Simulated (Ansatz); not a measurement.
A series in volume scale on LiF

Results calculated with Ansatz 0.2.0, not measured. Periodic Kohn-Sham DFT of a crystal at fixed atoms, scaled to volume_scale times the given cell; pressure positive in compression, energy less spherical unpolarised free atoms, largest_vzz the field gradient of largest size among the nuclei.

The cell before it is scaled or strained (space group Fm-3m, No. 225):
```
LiF
1.0
      0.0000     2.0140     2.0140
      2.0140     0.0000     2.0140
      2.0140     2.0140     0.0000
Li F
1 1
Direct
  0.00000 0.00000 0.00000
  0.50000 0.50000 0.50000
```

Settings of every row: method all-electron PAW; functional PBE; relativity scalar; k mesh 10x10x10; filling fermi-dirac; smearing width 0.03 eV; nucleus gaussian.

Atom start moment: 0 on all atoms.

```csv
row,volume scale,V (Å³/atom),pressure (GPa)
1,0.94,7.679,7.294
2,0.9405,7.683,7.243
3,0.95,7.761,6.292
4,0.96,7.842,5.349
5,0.98,8.006,3.592
6,1,8.169,2.007
7,1.01,8.251,1.276
8,1.02,8.333,0.577
9,1.04,8.496,-0.717
10,1.05,8.578,-1.315
11,1.06,8.659,?
```

Question: what pressure should row 11 give?

Worked fit of pressure. Take u = (V_r/V)^(2/3) − 1 with V_r = 8.0875 Å³ an atom, which is twice the finite (Eulerian) strain; such expansions in the strain, on which the Birch-Murnaghan equation of state is built, carry the rest volume and the bulk modulus. The shown rows have u = 0.03516, 0.0348, 0.02785, 0.02076, 0.00678, -0.00666, -0.01325, -0.01974, -0.03232, -0.03849. Least squares give pressure = 2.7808 + 117.809 × u + 297.86 × u² GPa; a straight line predicts inner rows, each left out in turn, worse (root mean square 0.16 against 0.0044 GPa). The rows lie off it by 0.003, 0.002, -0.001, -0.006, -0.001, -0.002, 0.004, 0.006, -0.001, -0.003 (root mean square 0.0034 GPa). The pressure vanishes at u = -0.0252, or V = 8.403 Å³ an atom, and there the bulk modulus at fixed shape and fractions is B = −V dP/dV = (2/3)(1 + u) dP/du = 66.8 GPa. The withheld row has u = -0.0445, so the fit gives 2.7808 + 117.809 × (-0.0445) + 297.86 × (-0.0445)² = -1.872 GPa.

The calculation gave -1.895 GPa. The fit lies 0.023 GPa (1.2 % of the value, 0.25 % of the column's range) above it; its largest miss of a shown row is 0.006 GPa. This row lies beyond the range of the fit.
